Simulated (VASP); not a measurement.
Here is a VASP 6.6.1 calculation.

INCAR

```
SYSTEM = GaSb
PREC = Accurate
ENCUT = 520
EDIFF = 1E-7
ISMEAR = 0
SIGMA = 0.016
LREAL = .False.
LASPH = .True.
NELM = 80
ALGO = Fast
ISIF = 2
LWAVE = .False.
LCHARG = .False.
GGA = PE
```

Contents of KPOINTS:

```
Automatic mesh
0
Gamma
  8 8 8
  0 0 0
```

The input POSCAR:

```
GaSb
1.0
    0.0000000000      3.0590000000      3.0590000000
    3.0590000000      0.0000000000      3.0590000000
    3.0590000000      3.0590000000      0.0000000000
Sb Ga
1 1
Direct
    0.7500000000      0.7500000000      0.7500000000
    0.0000000000      0.0000000000      0.0000000000
```

Potentials or basis: VASP PAW PBE potentials, release 64 (Sb, Ga_d).

Launch:

```bash
$ cat potpaw_PBE.64/Sb/POTCAR potpaw_PBE.64/Ga_d/POTCAR > POTCAR
$ mpirun -np 1 vasp_std > vasp.out
```

What does it give for the pressure?

2.4 GPa.

What does it give for the band gap on the k mesh?

0.04 eV, direct.

Caveat: spin-orbit coupling is left out, which moves the levels of the heavy elements.

**The experiment to reproduce.**

A printed reference work, data compilation reports, for a bulk crystal of GaSb at 4.2 K: band gap 0.811 eV (direct).

Against the measured gap of GaSb, 0.811 eV (direct; 4.2 K; a printed reference work, data compilation), the calculated 0.04 eV is off by -0.78 eV. Spin-orbit coupling on Ga, Sb is left out. The value is that of PBE on a finite k mesh, which can miss the band edges, without temperature or zero-point motion. Semilocal functionals fall short of measured gaps as a rule.
